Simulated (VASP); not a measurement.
# In in VASP: work function with PBE

Aim: the work function of In with PBE.

Everything below comes from runs of VASP 6.6.1. Logs are shortened: lines on timing, memory, paths and dates and some standing lists are left out, and cuts for length are marked.

**1. The undisturbed crystal**

The cell holds a slab with vacuum, 5 atoms: a = 3.335 Å, b = 3.335 Å, c = 26.018 Å, α = 90.00°, β = 90.00°, γ = 120.00°.

The slab is cut from a database's or a generator's crystal, which needn't be the stable form of the element.

**2. Work function, PBE (the (0 0 1) slab of In, cut from the database cell, not relaxed)**

INCAR

```
ALGO = Normal
DIPOL = 0.5 0.5 0.500
EDIFF = 1E-7
ENCUT = 520
GGA = PE
IDIPOL = 3
ISIF = 2
ISMEAR = 0
LASPH = True
LCHARG = True
LDIPOL = True
LELF = True
LREAL = False
LVACPOTAV = True
LVHAR = True
LWAVE = False
NELM = 80
PREC = Accurate
SIGMA = 0.05
```

KPOINTS

```
k-points
0
Gamma
  9 9 1
```

POSCAR

```
In
1.0
    3.3354847820      0.0000000000      0.0000000000
   -1.6677423910      2.8886145552      0.0000000000
    0.0000000000      0.0000000000     26.0182858400
In
5
Direct
    0.6666666700      0.3333333400      0.2882588056
    0.3333333300      0.6666666600      0.3941294028
    0.6666666700      0.3333333400      0.5000000000
    0.3333333300      0.6666666600      0.6058705972
    0.6666666700      0.3333333400      0.7117411944
```

Potentials or basis: VASP PAW PBE potentials, release 64 (In_d).

On the command line:

```
> cat potpaw_PBE.64/In_d/POTCAR > POTCAR
> mpirun -np 1 vasp_std > vasp.out
```

OUTCAR:

```text
EDIFF = 1E-7
   ENCUT = 520
   GGA = PE
   ISIF = 2
   ISMEAR = 0
   LASPH = True
   LREAL = False
   NELM = 80
   PREC = Accurate

 ion  position               nearest neighbor table
   1  0.667  0.333  0.288-   2 3.36   2 3.36   2 3.36
   2  0.333  0.667  0.394-   1 3.36   1 3.36   3 3.36   3 3.36   1 3.36   3 3.36
   3  0.667  0.333  0.500-   2 3.36   4 3.36   2 3.36   4 3.36   2 3.36   4 3.36
   4  0.333  0.667  0.606-   5 3.36   5 3.36   3 3.36   3 3.36   5 3.36   3 3.36
   5  0.667  0.333  0.712-   4 3.36   4 3.36   4 3.36

  LATTYP: Found a hexagonal cell.
 ALAT       =     3.3354847820
 C/A-ratio  =     7.8004510710

  Lattice vectors:

 A1 = (   3.3354847820,   0.0000000000,   0.0000000000)
 A2 = (  -1.6677423910,   2.8886145552,   0.0000000000)
 A3 = (   0.0000000000,   0.0000000000,  26.0182858400)

Analysis of symmetry for initial positions (statically):
=====================================================================
 Subroutine PRICEL returns:
 Original cell was already a primitive cell.

 Routine SETGRP: Setting up the symmetry group for a
 hexagonal supercell.

 Subroutine GETGRP returns: Found 12 space group operations
 (whereof 12 operations were pure point group operations)
 out of a pool of 24 trial point group operations.

The static configuration has the point symmetry D_3h.

Analysis of symmetry for dynamics (positions and initial velocities):
=====================================================================
 Subroutine PRICEL returns:
 Original cell was already a primitive cell.

 Routine SETGRP: Setting up the symmetry group for a
 hexagonal supercell.

 Subroutine GETGRP returns: Found 12 space group operations
 (whereof 12 operations were pure point group operations)
 out of a pool of 24 trial point group operations.

The dynamic configuration has the point symmetry D_3h.

 Subroutine INISYM returns: Found 12 space group operations
 (whereof 12 operations are pure point group operations),
 and found     1 'primitive' translations

----------------------------------------------------------------------------------------

                                     Primitive cell

  volume of cell :     250.6844

  direct lattice vectors                    reciprocal lattice vectors
     3.335484782  0.000000000  0.000000000     0.299806495  0.173093360  0.000000000
    -1.667742391  2.888614555  0.000000000     0.000000000  0.346186721  0.000000000
     0.000000000  0.000000000 26.018285840     0.000000000  0.000000000  0.038434507

  length of vectors
     3.335484782  3.335484782 26.018285840     0.346186721  0.346186721  0.038434507

  position of ions in fractional coordinates (direct lattice)
     0.666666670  0.333333340  0.288258806
     0.333333330  0.666666660  0.394129403
     0.666666670  0.333333340  0.500000000
     0.333333330  0.666666660  0.605870597
     0.666666670  0.333333340  0.711741194

  ion indices of the primitive-cell ions
   primitive index   ion index
                 1           1
                 2           2
                 3           3
                 4           4
                 5           5

----------------------------------------------------------------------------------------

 KPOINTS: k-points

Automatic generation of k-mesh.
 Grid dimensions read from file:
 generate k-points for:    9    9    1

 Generating k-lattice:

  Cartesian coordinates                     Fractional coordinates (reciprocal lattice)
     0.033311833  0.019232596  0.000000000     0.111111111  0.000000000  0.000000000
     0.000000000  0.038465191  0.000000000     0.000000000  0.111111111  0.000000000
     0.000000000  0.000000000  0.038434507     0.000000000  0.000000000  1.000000000

  Length of vectors
     0.038465191  0.038465191  0.038434507

  Shift w.r.t. Gamma in fractional coordinates (k-lattice)
     0.000000000  0.000000000  0.000000000

 Subroutine IBZKPT returns following result:
 ===========================================

 Found     12 irreducible k-points:

 Following reciprocal coordinates:
            Coordinates               Weight
  0.000000  0.000000  0.000000      1.000000
  0.111111  0.000000  0.000000      6.000000
  0.222222  0.000000  0.000000      6.000000
  0.333333  0.000000  0.000000      6.000000
  0.444444  0.000000  0.000000      6.000000
  0.111111  0.111111  0.000000      6.000000
  0.222222  0.111111  0.000000     12.000000
  0.333333  0.111111  0.000000     12.000000
  0.444444  0.111111  0.000000      6.000000
  0.222222  0.222222  0.000000      6.000000
  0.333333  0.222222  0.000000     12.000000
  0.333333  0.333333  0.000000      2.000000
   k-points           NKPTS =     12   k-points in BZ     NKDIM =     12   number of bands    NBANDS=     39
   number of dos      NEDOS =    301   number of ions     NIONS =      5
   total plane-waves  NPLWV = 153664
   dimension x,y,z NGX =    28 NGY =   28 NGZ =  196
   dimension x,y,z NGXF=    56 NGYF=   56 NGZF=  392
   ions per type =               5
   NGX,Y,Z   is equivalent  to a cutoff of  13.96, 13.96, 12.52 a.u.
   NGXF,Y,Z  is equivalent  to a cutoff of  27.91, 27.91, 25.05 a.u.
 SYSTEM =  unknown system
   PREC   = accura    normal or accurate (medium, high low for compatibility)
   ISTART =      0    job   : 0-new  1-cont  2-samecut
   ICHARG =      2    charge: 1-file 2-atom 10-const
   ISPIN  =      1    spin polarized calculation?
   LNONCOLLINEAR =      F non collinear calculations
   LSORBIT =      F    spin-orbit coupling
   LASPH  =      T    aspherical Exc in radial PAW
   ENCUT  =  520.0 eV  38.22 Ry    6.18 a.u.   6.20  6.20 48.38*2*pi/ulx,y,z
   NELM   =     80;   NELMIN=  2; NELMDL= -5     # of ELM steps
   EDIFF  = 0.1E-06   stopping-criterion for ELM
   LREAL  =      F    real-space projection
   EDIFFG = 0.1E-05   stopping-criterion for IOM
   NSW    =      0    number of steps for IOM
   IBRION =     -1    ionic relax: 0-MD 1-quasi-New 2-CG
   NFREE  =      0    steps in history (QN), initial steepest desc. (CG)
   ISIF   =      2    stress and relaxation
   ISYM   =      2    0-nonsym 1-usesym 2-fastsym
   POTIM  = 0.5000    time-step for ionic-motion
   TEBEG  =    0.0;   TEEND  =   0.0 temperature during run
   PSTRESS=    0.0 pullay stress
   NELECT =      65.0000    total number of electrons
   NUPDOWN=      -1.0000    fix difference up-down
   EMIN   =  10.00;   EMAX   =-10.00  energy-range for DOS
   EFERMI =   0.00;   METHOD = LEGACY
   ISMEAR =     0;   SIGMA  =   0.05  broadening in eV -4-tet -1-fermi 0-gaus
   EFERMI_NEDOS =   21; number of points for ismear=-14 and -15
   IALGO  =     38    algorithm
   IMIX   =      4    mixing-type and parameters
     AMIX     =   0.40;   BMIX     =  1.00
     AMIX_MAG =   1.60;   BMIX_MAG =  1.00
  volume/ion in A,a.u.               =      50.14       338.34
  Fermi-wavevector in a.u.,A,eV,Ry     =   1.043927  1.972736 14.827411  1.089784
  Thomas-Fermi vector in A             =   2.178658
   LORBIT       =      0    0 simple, 1 ext, 2 COOP (PROOUT), +10 PAW based schemes
   GGA     = PE    functional components
   LHFCALC =     F    Hartree Fock is set to
   AEXX    =    0.0000 exact exchange contribution
   IVDW    =     0    specifies the selected vdW correction
   LEPSILON=     F    determine dielectric tensor
   LRPA    =     F    only Hartree local field effects (RPA)
 non-spin polarized calculation
 Gauss-broadening in eV      SIGMA  =   0.05
  energy-cutoff  :      520.00
  volume of cell :      250.68
 maximum number of plane-waves:      6793
 NGX is ok and might be reduce to    28
   NGX = 13   NGY = 13   NGZ = 97

 number of electron      65.0000015 magnetization

 dipolmoment           0.000000      0.000000     -0.000000 electrons x Angstroem

 Free energy of the ion-electron system (eV)
  ---------------------------------------------------
  ext. energy  EPLUGINS =         0.00000000
  ---------------------------------------------------
  free energy    TOTEN  =       -12.35731754 eV

  energy without entropy =      -12.34989070  energy(sigma->0) =      -12.35360412

 E-fermi :   2.1182     XC(G=0):  -5.9935

 val. band max:        2.1032985971   @ k =   0.4444   0.1111   0.0000
 cond. band min:       2.1190009365   @ k =   0.3333   0.2222   0.0000
 fundamental gap:      0.0157023394
 Fermi energy:         2.1181547793

 k-point     1 :       0.0000    0.0000    0.0000
  band No.  band energies     occupation
      1     -12.6116      2.00000
      2     -12.6048      2.00000
      3     -12.5540      2.00000
      4     -12.5540      2.00000
      5     -12.5473      2.00000
      6     -12.5473      2.00000
[... 31 lines left out ...]
     38       8.1760      0.00000
     39      10.3858      0.00000

 k-point     2 :       0.1111    0.0000    0.0000
  band No.  band energies     occupation
      1     -12.6004      2.00000
      2     -12.5969      2.00000
      3     -12.5563      2.00000
      4     -12.5562      2.00000
      5     -12.5215      2.00000
      6     -12.5165      2.00000
[... 31 lines left out ...]
     38       8.2219      0.00000
     39       8.3712      0.00000

 k-point     3 :       0.2222    0.0000    0.0000
  band No.  band energies     occupation
      1     -12.6307      2.00000
      2     -12.6248      2.00000
      3     -12.5466      2.00000
      4     -12.5295      2.00000
      5     -12.5272      2.00000
      6     -12.5214      2.00000
[... 31 lines left out ...]
     38       6.8461      0.00000
     39       7.0909      0.00000

 k-point     4 :       0.3333    0.0000    0.0000
  band No.  band energies     occupation
      1     -12.6791      2.00000
      2     -12.6663      2.00000
      3     -12.5944      2.00000
      4     -12.5747      2.00000
      5     -12.5421      2.00000
      6     -12.5251      2.00000
[... 31 lines left out ...]
     38       5.4831      0.00000
     39       7.0425      0.00000
[... 250 lines left out ...]
     38       4.6591      0.00000
     39       4.6721      0.00000

 k-point    11 :       0.3333    0.2222    0.0000
  band No.  band energies     occupation
      1     -12.6082      2.00000
      2     -12.5976      2.00000
      3     -12.5791      2.00000
      4     -12.5738      2.00000
      5     -12.5331      2.00000
      6     -12.5276      2.00000
[... 31 lines left out ...]
     38       3.7577      0.00000
     39       3.9667      0.00000

 k-point    12 :       0.3333    0.3333    0.0000
  band No.  band energies     occupation
      1     -12.6112      2.00000
      2     -12.5728      2.00000
      3     -12.5583      2.00000
      4     -12.5400      2.00000
      5     -12.5372      2.00000
      6     -12.5098      2.00000
[... 31 lines left out ...]
     38       2.9317      0.00000
     39       3.4534      0.00000

------------------------ aborting loop because EDIFF is reached ----------------------------------------

  FORCE on cell =-STRESS in cart. coord.  units (eV):
  Direction    XX          YY          ZZ          XY          YZ          ZX
  --------------------------------------------------------------------------------------
  -------------------------------------------------------------------------------------
  Total        0.2662344      0.2662344      1.3979364      0.0000000      0.0000000     -0.0000000
  in kB        1.7015609      1.7015609      8.9345104      0.0000000      0.0000000     -0.0000000
  external PRESSURE =       4.1125441 kB  Pullay stress =       0.0000000 kB

 VOLUME and BASIS-vectors are now :
 -----------------------------------------------------------------------------
  energy-cutoff  :      520.00
  volume of cell :      250.68
      direct lattice vectors                 reciprocal lattice vectors
     3.335484782  0.000000000  0.000000000     0.299806495  0.173093360  0.000000000
    -1.667742391  2.888614555  0.000000000     0.000000000  0.346186721  0.000000000
     0.000000000  0.000000000 26.018285840     0.000000000  0.000000000  0.038434507

 POSITION                                       TOTAL-FORCE (eV/Angst)
 -----------------------------------------------------------------------------------
      1.66774      0.96287      7.50000        -0.000000      0.000000     -0.138125
      0.00000      1.92574     10.25457         0.000000     -0.000000      0.013804
      1.66774      0.96287     13.00914         0.000000     -0.000000      0.000000
      0.00000      1.92574     15.76371         0.000000     -0.000000     -0.013804
      1.66774      0.96287     18.51829        -0.000000      0.000000      0.138125
 -----------------------------------------------------------------------------------
    total drift:                               -0.000000     -0.000008      0.000000

  FREE ENERGIE OF THE ION-ELECTRON SYSTEM (eV)
  ---------------------------------------------------
  free  energy   TOTEN  =       -12.3573175401 eV

  energy  without entropy=      -12.3498907036  energy(sigma->0) =      -12.35360412

 vacuum level on the upper side and lower side of the slab         5.971         5.971
```

Run time: 4 min. Hardware: 1 thread of Intel Xeon Platinum 8259CL at 2.50GHz (Skylake/Cascade Lake), shared host; peak memory 0.42 GiB.

What came out:

| Item | Value |
| --- | --- |
| Free energy | -12.3573 eV |
| Largest force | 0.138 eV/Å |
| Band gap on the k mesh | none (metal or under the smearing width) |
| Work function of the upper face | 3.85 eV |
| Work function of the lower face | 3.85 eV |

Forces in eV/Å, atoms in the order of the input:
```
In   0.000  0.000 -0.138
In   0.000  0.000  0.014
In   0.000  0.000  0.000
In   0.000  0.000 -0.014
In   0.000  0.000  0.138
```
